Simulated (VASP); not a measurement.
# AgCl (Chlorargyrite) (Fm-3m) in VASP: notebook

The runs below take AgCl (Chlorargyrite) through single point, with PBE.

Program: VASP 6.6.1. These are calculated values, not measurements. Logs are shortened: lines on timing, memory, paths and dates and some standing lists are left out, and cuts for length are marked.

**What was measured.**

A printed reference work, data compilation reports, for a bulk crystal of AgCl: band gap 3.249 eV (indirect).

The results are compared with them further down.

**1. The cell of the first run**

The structure is cubic, space group Fm-3m (No. 225). The conventional cell has a = 5.611 Å, b = 5.611 Å, c = 5.611 Å, α = 90.00°, β = 90.00°, γ = 90.00°. Within 3.7 Å of Ag (site symmetry m-3m) lie 6 Cl at 2.81 Å. Cl (site symmetry m-3m) has 6 Ag at 2.81 Å within 3.7 Å.

**2. Single point, PBE**

Input file INCAR:

```
SYSTEM = AgCl
PREC = Accurate
ENCUT = 520
EDIFF = 1E-6
ISMEAR = 0
SIGMA = 0.01
LREAL = .FALSE.
LASPH = .TRUE.
NELM = 80
ALGO = Normal
ISIF = 2
LWAVE = .FALSE.
LCHARG = .TRUE.
GGA = PE
LELF = .TRUE.
LVHAR = .TRUE.
NBANDS = 16
```

Input file KPOINTS:

```
Automatic mesh
0
G
  6 6 6
  0 0 0
```

Input file POSCAR:

```
AgCl
1.0
    0.0000000000      2.8053419548      2.8053419548
    2.8053419548      0.0000000000      2.8053419548
    2.8053419548      2.8053419548      0.0000000000
Ag Cl
1 1
Direct
    0.0000000000      0.0000000000      0.0000000000
    0.5000000000      0.5000000000      0.5000000000
```

Potentials or basis: VASP PAW PBE potentials, release 64 (Ag, Cl).

Run with:

```bash
> cat potpaw_PBE.64/Ag/POTCAR potpaw_PBE.64/Cl/POTCAR > POTCAR
> mpirun -np 1 vasp_std > vasp.out
```

OUTCAR:

```text
SYSTEM = AgCl
   PREC = Accurate
   ENCUT = 520
   EDIFF = 1E-6
   ISMEAR = 0
   LREAL = .FALSE.
   LASPH = .TRUE.
   NELM = 80
   ISIF = 2
   GGA = PE

 ion  position               nearest neighbor table
   1  0.000  0.000  0.000-   2 2.81   2 2.81   2 2.81   2 2.81   2 2.81   2 2.81
   2  0.500  0.500  0.500-   1 2.81   1 2.81   1 2.81   1 2.81   1 2.81   1 2.81

  LATTYP: Found a face centered cubic cell.
 ALAT       =     5.6106839096

  Lattice vectors:

 A1 = (   0.0000000000,   2.8053419548,   2.8053419548)
 A2 = (   2.8053419548,   0.0000000000,   2.8053419548)
 A3 = (   2.8053419548,   2.8053419548,   0.0000000000)

Analysis of symmetry for initial positions (statically):
=====================================================================
 Subroutine PRICEL returns:
 Original cell was already a primitive cell.

 Routine SETGRP: Setting up the symmetry group for a
 face centered cubic supercell.

 Subroutine GETGRP returns: Found 48 space group operations
 (whereof 48 operations were pure point group operations)
 out of a pool of 48 trial point group operations.

The static configuration has the point symmetry O_h .

Analysis of symmetry for dynamics (positions and initial velocities):
=====================================================================
 Subroutine PRICEL returns:
 Original cell was already a primitive cell.

 Routine SETGRP: Setting up the symmetry group for a
 face centered cubic supercell.

 Subroutine GETGRP returns: Found 48 space group operations
 (whereof 48 operations were pure point group operations)
 out of a pool of 48 trial point group operations.

The dynamic configuration has the point symmetry O_h .

 Subroutine INISYM returns: Found 48 space group operations
 (whereof 48 operations are pure point group operations),
 and found     1 'primitive' translations

----------------------------------------------------------------------------------------

                                     Primitive cell

  volume of cell :      44.1558

  direct lattice vectors                    reciprocal lattice vectors
     0.000000000  2.805341955  2.805341955    -0.178231391  0.178231391  0.178231391
     2.805341955  0.000000000  2.805341955     0.178231391 -0.178231391  0.178231391
     2.805341955  2.805341955  0.000000000     0.178231391  0.178231391 -0.178231391

  length of vectors
     3.967352640  3.967352640  3.967352640     0.308705825  0.308705825  0.308705825

  position of ions in fractional coordinates (direct lattice)
     0.000000000  0.000000000  0.000000000
     0.500000000  0.500000000  0.500000000

[... 69 lines left out ...]
   EDIFFG = 0.1E-04   stopping-criterion for IOM
   NSW    =      0    number of steps for IOM
   IBRION =     -1    ionic relax: 0-MD 1-quasi-New 2-CG
   NFREE  =      0    steps in history (QN), initial steepest desc. (CG)
   ISIF   =      2    stress and relaxation
   ISYM   =      2    0-nonsym 1-usesym 2-fastsym
   POTIM  = 0.5000    time-step for ionic-motion
   TEBEG  =    0.0;   TEEND  =   0.0 temperature during run
   PSTRESS=    0.0 pullay stress
   NELECT =      18.0000    total number of electrons
   NUPDOWN=      -1.0000    fix difference up-down
   EMIN   =  10.00;   EMAX   =-10.00  energy-range for DOS
   EFERMI =   0.00;   METHOD = LEGACY
   ISMEAR =     0;   SIGMA  =   0.01  broadening in eV -4-tet -1-fermi 0-gaus
   EFERMI_NEDOS =   21; number of points for ismear=-14 and -15
   IALGO  =     38    algorithm
   IMIX   =      4    mixing-type and parameters
     AMIX     =   0.40;   BMIX     =  1.00
     AMIX_MAG =   1.60;   BMIX_MAG =  1.00
  volume/ion in A,a.u.               =      22.08       148.99
  Fermi-wavevector in a.u.,A,eV,Ry     =   1.213864  2.293869 20.047704  1.473465
  Thomas-Fermi vector in A             =   2.349302
   LORBIT       =      0    0 simple, 1 ext, 2 COOP (PROOUT), +10 PAW based schemes
   GGA     = PE    functional components
   LHFCALC =     F    Hartree Fock is set to
   AEXX    =    0.0000 exact exchange contribution
   IVDW    =     0    specifies the selected vdW correction
   LEPSILON=     F    determine dielectric tensor
   LRPA    =     F    only Hartree local field effects (RPA)
 non-spin polarized calculation
 Gauss-broadening in eV      SIGMA  =   0.01
  energy-cutoff  :      520.00
  volume of cell :       44.16
 maximum number of plane-waves:      1243
 NGX is ok and might be reduce to    30
   NGX = 15   NGY = 15   NGZ = 15

 number of electron      17.9999995 magnetization

 Free energy of the ion-electron system (eV)
  ---------------------------------------------------
  ext. energy  EPLUGINS =         0.00000000
  ---------------------------------------------------
  free energy    TOTEN  =        -5.40083218 eV

  energy without entropy =       -5.40083218  energy(sigma->0) =       -5.40083218

 E-fermi :   3.4572     XC(G=0):  -9.7843

 val. band max:        3.3863762095   @ k =   0.5000   0.0000   0.0000
 cond. band min:       4.3062453806   @ k =   0.0000   0.0000   0.0000
 fundamental gap:      0.9198691710
 Fermi energy:         3.4572331590

 k-point     1 :       0.0000    0.0000    0.0000
  band No.  band energies     occupation
      1     -11.5338      2.00000
      2       1.0807      2.00000
      3       1.0807      2.00000
      4       1.0807      2.00000
      5       1.1199      2.00000
      6       1.1199      2.00000
[... 281 lines left out ...]
      3      -0.4009      2.00000
      4      -0.1000      2.00000
      5       1.3351      2.00000
      6       1.5104      2.00000
[... 8 lines left out ...]
     15      17.6294      0.00000
     16      18.5207      0.00000

------------------------ aborting loop because EDIFF is reached ----------------------------------------

  FORCE on cell =-STRESS in cart. coord.  units (eV):
  Direction    XX          YY          ZZ          XY          YZ          ZX
  --------------------------------------------------------------------------------------
  -------------------------------------------------------------------------------------
  Total       -0.0284116     -0.0284116     -0.0284116     -0.0000000      0.0000000     -0.0000000
  in kB       -1.0309043     -1.0309043     -1.0309043     -0.0000000      0.0000000     -0.0000000
  external PRESSURE =      -1.0309043 kB  Pullay stress =       0.0000000 kB

 VOLUME and BASIS-vectors are now :
 -----------------------------------------------------------------------------
  energy-cutoff  :      520.00
  volume of cell :       44.16
      direct lattice vectors                 reciprocal lattice vectors
     0.000000000  2.805341955  2.805341955    -0.178231391  0.178231391  0.178231391
     2.805341955  0.000000000  2.805341955     0.178231391 -0.178231391  0.178231391
     2.805341955  2.805341955  0.000000000     0.178231391  0.178231391 -0.178231391

 POSITION                                       TOTAL-FORCE (eV/Angst)
 -----------------------------------------------------------------------------------
      0.00000      0.00000      0.00000        -0.000000     -0.000000     -0.000000
      2.80534      2.80534      2.80534         0.000000      0.000000      0.000000
 -----------------------------------------------------------------------------------
    total drift:                               -0.000000      0.000000      0.000000

  FREE ENERGIE OF THE ION-ELECTRON SYSTEM (eV)
  ---------------------------------------------------
  free  energy   TOTEN  =        -5.4008321808 eV

  energy  without entropy=       -5.4008321808  energy(sigma->0) =       -5.40083218
```

stdout:

```text
POSCAR found type information on POSCAR AgCl
 POSCAR found :  2 types and       2 ions
 scaLAPACK will be used
 LDA part: xc-table for (Slater+PW92), standard interpolation
 POSCAR, INCAR and KPOINTS ok, starting setup
 FFT: planning ... GRIDC
 FFT: planning ... GRID_SOFT
 FFT: planning ... GRID
 WAVECAR not read
 entering main loop
```

Run time: 7.7 s. Hardware: 1 thread of AMD EPYC 9R45 (Zen 5), shared host; peak memory 0.14 GiB.

What came out:

```
Free energy            : -5.4008 eV
Pressure               : -0.1 GPa
Band gap on the k mesh : 0.92 eV, indirect (least direct gap 3.10 eV)
```

(Part 1 of 2 ends here.)
